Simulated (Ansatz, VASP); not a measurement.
## One calculation of Sn, two programs

The input INCAR:

```
PREC = Accurate
ENCUT = 520
EDIFF = 1E-7
ISMEAR = -1
SIGMA = 0.1
LREAL = F
LASPH = T
NELM = 60
ALGO = Normal
ISIF = 2
LWAVE = F
LCHARG = T
GGA = B5
ALDAX = 1.0
AGGAX = 1.0
AGGAC = 1.0
ALDAC = 0.0
LELF = T
LVHAR = T
NBANDS = 13
```

KPOINTS

```
regular mesh
0
Gamma
  12 12 12
```

POSCAR

```
Sn
1.0
    0.0000000000      2.4216182407      2.4216182407
    2.4216182407      0.0000000000      2.4216182407
    2.4216182407      2.4216182407      0.0000000000
Sn
1
Direct
    0.0000000000      0.0000000000      0.0000000000
```

Input for Ansatz:

```yaml
crystal:
  lattice:
    - [0.0, 2.4216182407, 2.4216182407]
    - [2.4216182407, 0.0, 2.4216182407]
    - [2.4216182407, 2.4216182407, 0.0]
  atoms:
    - { symbol: Sn, position: [0.0, 0.0, 0.0] }
hamiltonian:
  xc: blyp
  pseudopotentials:
    kind: paw
    azcp:
      Sn: "pseudopotentials/Sn.paw.azcp"
basis:
  ecutwfc: 420
  fft_grid_basis: typed
kpoints:
  mp_grid: { grid: [12, 12, 12], shift: [0, 0, 0] }
magnetization:
  spin_polarized: false
scf:
  occupations: { method: fermi_dirac, width: 0.1 }
  lower_state_search: "off"
output:
  stress: true
```

Alike in both runs: task single point; functional BLYP; k mesh 12 × 12 × 12; occupations fermi-dirac, width 0.1 eV; no spin polarisation.

```csv
,VASP,Ansatz
version,VASP 6.6.1,Ansatz 0.2.0
potentials or method,"VASP PAW PBE potentials, release 64 (Sn_d)","plane waves (420 eV) with PAW, scalar-relativistic"
plane-wave cutoff (eV),520,420
valence electrons in the cell,14,14
```

|  | VASP | Ansatz | Ansatz less VASP |
| --- | --- | --- | --- |
| pressure (GPa) | 3.6 | 3.6 | +0.04 |

The functional is the same, so the differences come from potentials, cutoffs and numerics.

Caveats: the PAW data sets were made with another functional, which shifts forces and pressure a little (VASP).
